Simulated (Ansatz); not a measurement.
Crystal: MnSb.

```
Sb Mn
1.0
     0.00000    2.79502    2.79502
     2.79502    0.00000    2.79502
     2.79502    2.79502    0.00000
Sb Mn
1 1
Direct
  0.50000 0.50000 0.50000
  0.00000 0.00000 0.00000
```

The cell comes from a database or a generator and needn't be the stable form of this composition.

Base run:

| Property | Result |
| --- | --- |
| Program | Ansatz 0.2.0 |
| Functional | PBE |
| Potentials or basis | Ansatz PAW |
| Cutoff | 420 eV (not typed: the program's choice for these potentials) |
| k mesh | 7 × 7 × 7 |
| Occupations | fermi-dirac, width 0.05 eV |
| Spin | collinear spin, ferromagnetic start |
| Starting moments | [0.0, 3.0] μB |
| Fixed moment | 3 μB |

Its results: pressure -4.9 GPa; site moments Sb -0.19; Mn +3.26 μB.

Task: After a change of settings the same cell gave: pressure 6.9 GPa; site moments Sb +0.20; Mn +4.22 μB. Which change was it?
A. fixed moment from 3 μB to 5 μB; moments at the start from [0.0, 3.0] to [0.0, 5.0]
B. fixed moment from 3 μB to 1 μB; moments at the start from [0.0, 3.0] to [0.0, 1.0]
C. fixed moment from 3 μB to 4 μB; moments at the start from [0.0, 3.0] to [0.0, 4.0]
D. fixed moment from 3 μB to 6 μB; moments at the start from [0.0, 3.0] to [0.0, 6.0]

Result: A.

Caveats: the total moment is fixed, so each spin has its own Fermi level; a cell with one magnetic atom can't hold antiferromagnetic order, which such compounds often take; the thresholds are loose for stress.
